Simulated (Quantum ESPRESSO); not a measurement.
NiO: equation of state with PBE

The system is NiO.

```
Ni O
1.0
     0.00000    2.06217    2.06217
     2.06217    0.00000    2.06217
     2.06217    2.06217    0.00000
Ni O
1 1
Direct
  0.00000 0.00000 0.00000
  0.75000 0.75000 0.75000
```

The cell was built by a generator and needn't be a form met in nature.

| Quantity | Value |
| --- | --- |
| Program | Quantum ESPRESSO 7.5 |
| Task | equation of state |
| Functional | PBE |
| Potentials or basis | SSSP 1.3 efficiency PBE |
| Cutoff | 748 eV |
| Density cutoff | 5987 eV |
| k mesh | 11 × 11 × 11 |
| Occupations | fermi-dirac, width 0.05 eV |
| Spin | collinear spin, ferromagnetic start |
| Starting moments | [1.0, 0.0] μB |

| Property | Result |
| --- | --- |
| Equilibrium volume | outside the volumes run |

Energy against volume, from the lowest point:
```csv
volume (Å³/atom),energy (meV/atom)
8.243,410.20
8.419,319.11
8.594,238.46
8.769,167.12
8.945,104.13
9.120,48.65
9.296,0.00
```

All runs of the series together: 5.8 min on 1 thread of Arm Neoverse V2, with other jobs on the host.
